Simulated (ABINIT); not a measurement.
# ZrS2 (P-3m1) in ABINIT: a series of runs

The runs below take ZrS2 through band structure, with PBE, WC.

Program: ABINIT 10.8.3 (patched build). These are calculated values, not measurements. Logs are shortened: lines on timing, memory, paths and dates and some standing lists are left out, and cuts for length are marked. The log counts tension as positive stress, the text compression.

**What was measured.**

From “Stress-Tuned Optical Transitions in Layered 1T-MX2 (M= Hf, Zr, Sn; X= S, Se) Crystals”, 2022, arxiv:2210.12074, for a bulk crystal of ZrS2: band gap 1.68 eV (indirect).

The results are compared with them further down.

### Step 1. The structure

It takes space group P-3m1 (No. 164, trigonal). The conventional cell has a = 3.691 Å, b = 3.691 Å, c = 6.041 Å, α = 90.00°, β = 90.00°, γ = 120.00°. Zr (site symmetry -3m) is surrounded by 6 S at 2.57 Å. S (site symmetry 3m) is surrounded by 3 Zr at 2.57 Å.

The cell is a database's computed one.

### Step 2. Band structure, PBE

run.abi

```
# Datasets: ground state, then fixed potential
ndtset 2

# Pseudopotentials
pp_dirpath "./"
pseudos "Zr.GGA_PBE-JTH.xml, S.GGA_PBE-JTH.xml"

# Structure
acell 6.9757020403 6.9757020403 11.4159810467
rprim
     1.0000000000     0.0000000000     0.0000000000
    -0.5000000000     0.8660254038     0.0000000000
     0.0000000000     0.0000000000     1.0000000000
ntypat 2
znucl 40 16
natom 3
typat 1 2 2
xcart
     0.0000000000     0.0000000000     0.0000000000
    -0.0000000002     2.1312207089     1.4372324502
     1.8456912751     1.0656103543     4.6038445598 Angstrom

# Plane-wave basis
ecut 544.227725 eV
pawecutdg 40.0

# Exchange and correlation
ixc 11

# Bands and occupations
occopt 3
tsmear 0.00183747

# SCF cycle
nstep 100

# Output
iomode 3
prtwf 0
prteig 0
prtebands 0
prtden1 1

# Dataset 1
kptopt1 1
ngkpt1 8 8 5
nshiftk1 1
shiftk1 0.0 0.0 0.0
nband1 16
tolvrs1 1.0e-9

# Dataset 2: bands along G-M-K-G-A-L-H-A
iscf2 -2
getden2 1
nband2 20
nbdbuf2 2
tolwfr2 1.0e-12
kptopt2 -7
ndivsm2 5
prteig2 1
kptbounds2
     0.0000000000     0.0000000000     0.0000000000
     0.5000000000     0.0000000000     0.0000000000
     0.3333333333     0.3333333333     0.0000000000
     0.0000000000     0.0000000000     0.0000000000
     0.0000000000     0.0000000000     0.5000000000
     0.5000000000     0.0000000000     0.5000000000
     0.3333333333     0.3333333333     0.5000000000
     0.0000000000     0.0000000000     0.5000000000
```

Potentials or basis: JTH PAW PBE v2.0.

Run with:

```bash
abinit run.abi > log 2>&1
```

run.abo:

```text
.Version 10.8.3 of ABINIT
 DATASET    1 : space group P-3 m 1 (#164); Bravais hP (primitive hexag.)
================================================================================
 Values of the parameters that define the memory need for DATASET  1.
     intxc =       0    ionmov =       0      iscf =      17    lmnmax =      18
     lnmax =       6     mgfft =      48  mpssoang =       3    mqgrid =    3251
     natom =       3  nloc_mem =       2    nspden =       1   nspinor =       1
    nsppol =       1      nsym =      12    n1xccc =       1    ntypat =       2
    occopt =       3   xclevel =       2
       mpw =        2071          nfft =       43200          nkpt =          40
 PAW method is used; the additional fine FFT grid is defined by:
   mgfftf=        72    nfftf =    115200
================================================================================
================================================================================

 DATASET    2 : space group P-3 m 1 (#164); Bravais hP (primitive hexag.)
================================================================================
 Values of the parameters that define the memory need for DATASET  2.
     intxc =       0    ionmov =       0      iscf =      -2    lmnmax =      18
     lnmax =       6     mgfft =      48  mpssoang =       3    mqgrid =    3251
     natom =       3  nloc_mem =       2    nspden =       1   nspinor =       1
    nsppol =       1      nsym =      12    n1xccc =       1    ntypat =       2
    occopt =       3   xclevel =       2
       mpw =        2072          nfft =       43200          nkpt =          56
 PAW method is used; the additional fine FFT grid is defined by:
   mgfftf=        72    nfftf =    115200
================================================================================
================================================================================

--------------------------------------------------------------------------------
------------- Echo of variables that govern the present computation ------------
--------------------------------------------------------------------------------
 -outvars: echo values of preprocessed input variables --------
            acell      6.9757020403E+00  6.9757020403E+00  1.1415981047E+01 Bohr
              amu      9.12240000E+01  3.20660000E+01
             ecut      2.00000000E+01 Hartree
           getden1          0
           getden2          1
             iscf1         17
             iscf2         -2
                       outvar_i_n : Printing only first  50 k-points.
              ixc          11
           jdtset        1    2
                       outvar_i_n : Printing only first  50 k-points.
           kptopt1          1
           kptopt2         -7
         kptrlatt        8    0    0      0    8    0      0    0    5
          kptrlen1     5.58056163E+01
          kptrlen2     3.00000000E+01
            natom           3
            nband1         16
            nband2         20
           nbdbuf1          0
           nbdbuf2          2
           ndtset           2
           ndivsm1          0
           ndivsm2          5
            ngfft          30      30      48
          ngfftdg          40      40      72
             nkpt1         40
             nkpt2         56
            nstep         100
             nsym          12
           ntypat           2
           occopt           3
        pawecutdg      4.00000000E+01 Hartree
         pawxcdev           0
        prtebands           0
           prteig1          0
           prteig2          1
            prtwf           0
            rprim      1.0000000000E+00  0.0000000000E+00  0.0000000000E+00
                      -5.0000000000E-01  8.6602540380E-01  0.0000000000E+00
                       0.0000000000E+00  0.0000000000E+00  1.0000000000E+00
           shiftk1     0.00000000E+00  0.00000000E+00  0.00000000E+00
           shiftk2     5.00000000E-01  5.00000000E-01  5.00000000E-01
          spgroup         164
           tolvrs1     1.00000000E-09
           tolvrs2     0.00000000E+00
[... 268 lines left out ...]
 Non-SCF case, kpt    1 (  0.00000  0.00000  0.00000), residuals and eigenvalues=
  4.71E-13  3.44E-13  5.31E-13  4.48E-13  9.63E-13  3.79E-13  1.54E-13  3.97E-13
  5.39E-13  7.36E-13  3.82E-13  4.01E-13  6.28E-13  7.84E-13  8.63E-13  1.79E-13
  9.92E-13  6.90E-13  5.42E-13  9.85E-12
 -1.6096E+00 -8.0311E-01 -7.9770E-01 -7.9770E-01 -2.7095E-01 -2.1968E-01
  3.6872E-02  8.9501E-02  8.9501E-02  1.8783E-01  1.8783E-01  1.8938E-01
  2.4966E-01  2.4966E-01  2.8046E-01  3.7471E-01  3.7471E-01  4.0270E-01
  4.0746E-01  5.4258E-01
 Non-SCF case, kpt    2 (  0.05556  0.00000  0.00000), residuals and eigenvalues=
  9.93E-13  2.41E-13  4.96E-13  7.63E-13  4.29E-13  4.70E-13  2.58E-13  2.86E-13
  3.70E-13  2.52E-13  8.19E-13  3.31E-13  2.60E-13  6.52E-13  7.09E-13  3.71E-13
[... 423 lines left out ...]
  4.51E-13  2.08E-13  3.75E-13  2.77E-13  7.21E-13  5.01E-13  6.87E-13  9.89E-13
  2.64E-13  8.56E-13  1.31E-09  2.23E-05
 -1.6096E+00 -8.0307E-01 -7.9795E-01 -7.9775E-01 -2.6311E-01 -2.3022E-01
  7.0623E-02  8.6557E-02  9.1128E-02  1.3811E-01  1.7739E-01  1.8110E-01
  2.5059E-01  2.5214E-01  2.9410E-01  3.7826E-01  3.8402E-01  4.2886E-01
  4.6917E-01  5.2469E-01
 Non-SCF case, kpt   56 (  0.00000  0.00000  0.50000), residuals and eigenvalues=
  2.90E-13  2.49E-13  2.98E-13  5.88E-13  3.98E-13  4.95E-13  3.57E-13  7.02E-13
  4.07E-13  2.49E-13  4.96E-13  3.15E-13  5.05E-13  3.12E-13  4.85E-13  5.01E-13
  5.18E-13  7.80E-13  1.52E-10  2.10E-06
 -1.6096E+00 -8.0312E-01 -7.9770E-01 -7.9770E-01 -2.6412E-01 -2.3013E-01
  6.9557E-02  9.0508E-02  9.0508E-02  1.3338E-01  1.8425E-01  1.8425E-01
  2.4869E-01  2.4869E-01  2.9199E-01  3.8521E-01  3.8521E-01  4.2080E-01
  4.6659E-01  5.2240E-01

--- !ResultsGS
iteration_state: {dtset: 2, }
comment   : Summary of ground state results
lattice_vectors:
- [  6.9757020,   0.0000000,   0.0000000, ]
- [ -3.4878510,   6.0411352,   0.0000000, ]
- [  0.0000000,   0.0000000,  11.4159810, ]
lattice_lengths: [   6.97570,    6.97570,   11.41598, ]
lattice_angles: [ 90.000,  90.000, 120.000, ] # degrees, (23, 13, 12)
lattice_volume:   4.8108267E+02
convergence: {deltae:  0.000E+00, res2:  0.000E+00, residm:  9.999E-13, diffor:  0.000E+00, }
etotal    :  -6.83295785E+01
entropy   :   0.00000000E+00
fermie    :   2.10303226E-01
cartesian_stress_tensor: null
pressure_GPa: null
xred      :
- [  0.0000E+00,   0.0000E+00,   0.0000E+00, Zr]
- [  3.3333E-01,   6.6667E-01,   2.3791E-01,  S]
- [  6.6667E-01,   3.3333E-01,   7.6209E-01,  S]
cartesian_forces: null
force_length_stats: {min: null, max: null, mean: null, }
...

 Integrated electronic density in atomic spheres:
 ------------------------------------------------
 Atom  Sphere_radius  Integrated_density
    1        2.22030          8.91107674
    2        1.90380          3.59516510
    3        1.90380          3.59516510

================================================================================

 ----iterations are completed or convergence reached----

 Mean square residual over all n,k,spin=   53.670E-14; max=  99.990E-14
 reduced coordinates (array xred) for    3 atoms
       0.000000000000      0.000000000000      0.000000000000
       0.333333333333      0.666666666667      0.237909969820
       0.666666666667      0.333333333333      0.762090030180

 cartesian coordinates (angstrom) at end:
    1      0.00000000000000     0.00000000000000     0.00000000000000
    2      0.00000000000000     2.13122070738770     1.43723244815794
    3      1.84569127363602     1.06561035369385     4.60384455775794
 length scales=  6.975702040300  6.975702040300 11.415981046700 bohr
              =  3.691382547272  3.691382547272  6.041077005916 angstroms
 Eigenvalues (hartree) for nkpt=  56  k points:
 kpt#   1, nband= 20, wtk=  1.00000, kpt=  0.0000  0.0000  0.0000 (reduced coord)
  -1.60965   -0.80311   -0.79770   -0.79770   -0.27095   -0.21968    0.03687    0.08950
   0.08950    0.18783    0.18783    0.18938    0.24966    0.24966    0.28046    0.37471
   0.37471    0.40270    0.40746    0.54258
 kpt#   2, nband= 20, wtk=  1.00000, kpt=  0.0556  0.0000  0.0000 (reduced coord)
  -1.60963   -0.80305   -0.79798   -0.79776   -0.26980   -0.21998    0.03842    0.08820
   0.09024    0.17953    0.18421    0.19017    0.25151    0.25386    0.28159    0.36893
   0.37412    0.40798    0.41796    0.54194
 kpt#   3, nband= 20, wtk=  1.00000, kpt=  0.1111  0.0000  0.0000 (reduced coord)
  -1.60957   -0.80288   -0.79878   -0.79793   -0.26643   -0.22083    0.04294    0.08501
   0.09230    0.16000    0.17590    0.19117    0.25310    0.26382    0.28529    0.36148
   0.37303    0.42230    0.43961    0.53635
 kpt#   4, nband= 20, wtk=  1.00000, kpt=  0.1667  0.0000  0.0000 (reduced coord)
  -1.60949   -0.80262   -0.80000   -0.79819   -0.26117   -0.22210    0.05004    0.08153
   0.09525    0.13636    0.16659    0.18940    0.25164    0.27536    0.29123    0.35952
   0.37295    0.44169    0.46417    0.53360
 kpt#   5, nband= 20, wtk=  1.00000, kpt=  0.2222  0.0000  0.0000 (reduced coord)
[... 193 lines left out ...]
   0.09460    0.14474    0.15714    0.16255    0.26134    0.26269    0.30752    0.35584
   0.37448    0.46743    0.48792    0.52875
 kpt#  54, nband= 20, wtk=  1.00000, kpt=  0.0606  0.0606  0.5000 (reduced coord)
  -1.60958   -0.80292   -0.79866   -0.79791   -0.26017   -0.23046    0.07364    0.07852
   0.09276    0.14807    0.16187    0.17284    0.25541    0.25817    0.29991    0.36579
   0.38034    0.44610    0.47673    0.52827
 kpt#  55, nband= 20, wtk=  1.00000, kpt=  0.0303  0.0303  0.5000 (reduced coord)
  -1.60963   -0.80307   -0.79795   -0.79775   -0.26311   -0.23022    0.07062    0.08656
   0.09113    0.13811    0.17739    0.18110    0.25059    0.25214    0.29410    0.37826
   0.38402    0.42886    0.46917    0.52469
 kpt#  56, nband= 20, wtk=  1.00000, kpt=  0.0000  0.0000  0.5000 (reduced coord)
  -1.60965   -0.80312   -0.79770   -0.79770   -0.26412   -0.23013    0.06956    0.09051
   0.09051    0.13338    0.18425    0.18425    0.24869    0.24869    0.29199    0.38521
   0.38521    0.42080    0.46659    0.52240

== END DATASET(S) ==============================================================
================================================================================

 -outvars: echo values of variables after computation  --------
            acell      6.9757020403E+00  6.9757020403E+00  1.1415981047E+01 Bohr
           etotal1    -6.8329578458E+01
            fcart1    -5.1467129905E-29 -2.9714561305E-29 -3.6140072416E-20
                      -2.0586851962E-28  2.3771649044E-28  6.1514518877E-04
                       2.5733564953E-28 -2.0800192913E-28 -6.1514518877E-04
            rprim      1.0000000000E+00  0.0000000000E+00  0.0000000000E+00
                      -5.0000000000E-01  8.6602540380E-01  0.0000000000E+00
                       0.0000000000E+00  0.0000000000E+00  1.0000000000E+00
           strten1     1.0429721022E-07  1.0429712797E-07 -3.4978884922E-05
                       0.0000000000E+00  0.0000000000E+00  0.0000000000E+00
           xangst      0.0000000000E+00  0.0000000000E+00  0.0000000000E+00
                       1.0029664822E-17  2.1312207074E+00  1.4372324482E+00
                       1.8456912736E+00  1.0656103537E+00  4.6038445578E+00
             xred      0.0000000000E+00  0.0000000000E+00  0.0000000000E+00
                       3.3333333333E-01  6.6666666667E-01  2.3790996982E-01
                       6.6666666667E-01  3.3333333333E-01  7.6209003018E-01
 Calculation completed.
```

It took 75 s on 1 thread of Arm Neoverse V2, shared host; peak memory 0.15 GiB.

What came out:

```
Free energy                                           : -1859.3426 eV
Pressure                                              : 0.3 GPa
Largest force                                         : 0.032 eV/Å
Band gap on the k mesh                                : 1.05 eV, indirect (least direct gap 1.64 eV)
Band gap along the path                               : 1.03 eV, indirect (least direct gap 1.64 eV)
Valence electrons inside the program's atomic spheres : Zr 8.91; S 3.60
```

Forces in eV/Å, atoms in the order of the input:
```
Zr   0.000  0.000  0.000
S    0.000  0.000  0.032
S    0.000  0.000 -0.032
```

Levels at the corners of the path, in eV from the valence-band top:
```csv
point,band 8,band 9,band 10,band 11,band 12,band 13,band 14,band 15,band 16,band 17
Γ,-2.77,-2.77,-0.09,-0.09,-0.05,1.59,1.59,2.43,4.99,4.99
M,-2.56,-2.44,-2.35,-1.65,-1.17,1.19,3.24,3.51,5.67,5.93
K,-3.26,-3.26,-1.97,-1.97,-1.42,2.20,3.18,3.18,4.99,4.99
Γ,-2.77,-2.77,-0.09,-0.09,-0.05,1.59,1.59,2.43,4.99,4.99
A,-2.74,-2.74,-1.57,-0.19,-0.19,1.56,1.56,2.74,5.28,5.28
L,-3.05,-2.55,-2.20,-0.97,-0.79,1.03,3.24,3.50,5.29,5.87
H,-3.39,-3.03,-1.85,-1.75,-1.75,2.30,2.93,2.93,5.50,5.50
A,-2.74,-2.74,-1.57,-0.19,-0.19,1.56,1.56,2.74,5.28,5.28
```

Caveat: this functional lacks dispersion, which binds the layers, so the pressure and a relaxed spacing across them are unreliable.

### Step 3. Band structure, WC

run.abi, as its differences from that of step 2:

```diff
@@ -8,3 +8,3 @@
 # Structure
-acell 6.9757020403 6.9757020403 11.4159810467
+acell 3.6913825498 3.6913825498 6.04107701 Angstrom
 rprim
@@ -23,3 +23,3 @@
 # Plane-wave basis
-ecut 544.227725 eV
+ecut 20.0
 pawecutdg 40.0
@@ -27,3 +27,3 @@
 # Exchange and correlation
-ixc 11
+ixc 23
 
@@ -31,3 +31,3 @@
 occopt 3
-tsmear 0.00183747
+tsmear 0.05 eV
 
@@ -60,2 +60,3 @@
 prteig2 1
+prtvol2 -3
 kptbounds2
```

Potentials or basis: JTH PAW PBE v2.0.

Run with:

```bash
abinit run.abi > log 2>&1
```

Wall time 71 s (1 thread of Arm Neoverse V2, shared host); peak memory 0.15 GiB.

Results (log left out):

| Property | Result |
| --- | --- |
| Free energy | -1859.7309 eV |
| Pressure | -2.4 GPa |
| Largest force | 0.143 eV/Å |
| Band gap on the k mesh | 0.99 eV, indirect (least direct gap 1.59 eV) |
| Band gap along the path | 0.96 eV, indirect (least direct gap 1.59 eV) |
| Valence electrons inside the program's atomic spheres | Zr 8.91; S 3.58 |

Forces in eV/Å, atoms in the order of the input:
```
Zr   0.000  0.000  0.000
S    0.000  0.000 -0.143
S    0.000  0.000  0.143
```

Stress tensor (GPa, compression positive):
```
-2.95  0.00  0.00
 0.00 -2.95  0.00
 0.00  0.00 -1.29
```

Levels at the corners of the path, in eV from the valence-band top:
```
point  band 10  band 11  band 12  band 13  band 14  band 15
    Γ    -0.08    -0.08    -0.05     1.54     1.54     2.37
    M    -2.37    -1.67    -1.17     1.13     3.21     3.46
    K    -1.99    -1.99    -1.43     2.14     3.15     3.15
    Γ    -0.08    -0.08    -0.05     1.54     1.54     2.37
    A    -1.61    -0.18    -0.18     1.51     1.51     2.68
    L    -2.22    -0.98    -0.80     0.96     3.20     3.46
    H    -1.87    -1.75    -1.75     2.24     2.89     2.89
    A    -1.61    -0.18    -0.18     1.51     1.51     2.68
```

Caveat: the PAW data sets were made with another functional, which shifts forces and pressure a little; this functional lacks dispersion, which binds the layers, so the pressure and a relaxed spacing across them are unreliable.

### Step 4. Against experiment

Step 2. Measured gap of ZrS2: 1.68 eV (indirect; quoted in “Stress-Tuned Optical Transitions in Layered 1T-MX2 (M= Hf, Zr, Sn; X= S, Se) Crystals”, 2022, arxiv:2210.12074). This calculation gives 1.03 eV (-0.65 eV). Spin-orbit coupling on Zr is left out. The value is that of PBE, without temperature or zero-point motion. Semilocal functionals fall short of measured gaps as a rule. The cell is a database's relaxed one, not the measured one, which moves gaps too.

Step 3. A measured gap of ZrS2 is 1.68 eV (indirect; quoted in “Stress-Tuned Optical Transitions in Layered 1T-MX2 (M= Hf, Zr, Sn; X= S, Se) Crystals”, 2022, arxiv:2210.12074); the calculated 0.96 eV misses it by -0.72 eV. Spin-orbit coupling on Zr is left out. The value is that of WC, without temperature or zero-point motion. Semilocal functionals fall short of measured gaps as a rule. The cell is a database's relaxed one, not the measured one, which moves gaps too.
